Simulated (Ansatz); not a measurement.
## BaS: an elastic constant from a strain scan

Computed with Ansatz, DFT PBEsol, scalar-relativistic, plane waves, PAW. Cutoff 420 eV, Γ-centred 8×8×8 k-points, Gaussian smearing of 0.05 eV. No spin polarisation. Energies are free energies at this smearing, counted from the undisturbed cell; pressure is positive in compression.

Reference structure (relaxed at this level):

```
Ba S
1.0
     0.00000    3.16630    3.16630
     3.16630    0.00000    3.16630
     3.16630    3.16630    0.00000
Ba S
1 1
Direct
  0.00000 0.00000 0.00000
  0.50000 0.50000 0.50000
```

The cell is strained by ε times the Voigt pattern (0, 0, 1, 0, 0, 0) (xx, yy, zz, yz, xz, xy; engineering shear) with fractional coordinates fixed. The cell holds 2 atoms in V0 = 63.49 Å³. The stress column is τ = (1/V0) dE/dε, got from the stress tensor σ (compression positive) at each point as −det(1 + εP) σ : P(1 + εP)⁻¹, with P the pattern as a tensor.

```csv
ε,ΔE (meV/atom),τ (GPa)
-0.0600,48.501,-9.326
-0.0450,25.399,-6.311
-0.0300,10.498,-3.794
-0.0150,2.424,-1.705
0.0000,0.000,0.017
0.0150,2.219,1.428
0.0300,8.224,2.572
0.0450,17.284,3.491
0.0525,22.763,3.876
0.0600,?,?
```

**Question.** Which combination of elastic constants does this scan measure, and how large is it?

**Answer.** For small ε, τ = τ0 + Kε with K = pᵀCp, which for this pattern is C11 in the cubic axes. The parabola through τ at ε = -0.0150, 0 and 0.0150 has slope K = 104 GPa at zero. The energies per cell, E = NΔE, of the same two points give K = 2[E(ε₊)/ε₊ − E(ε₋)/ε₋]/[(ε₊ − ε₋)V0] = 104 GPa, in agreement.

**Question.** Predict the withheld row at ε = 0.0600 from the harmonic law, and compare.

**Answer.** ΔE = V0(τ0 ε + Kε²/2)/N = 37.453 meV/atom and τ = 6.28 GPa. The calculation gives 28.781 meV/atom and 4.22 GPa: the energy lies 23 % below the harmonic value, as bonds soften when stretched.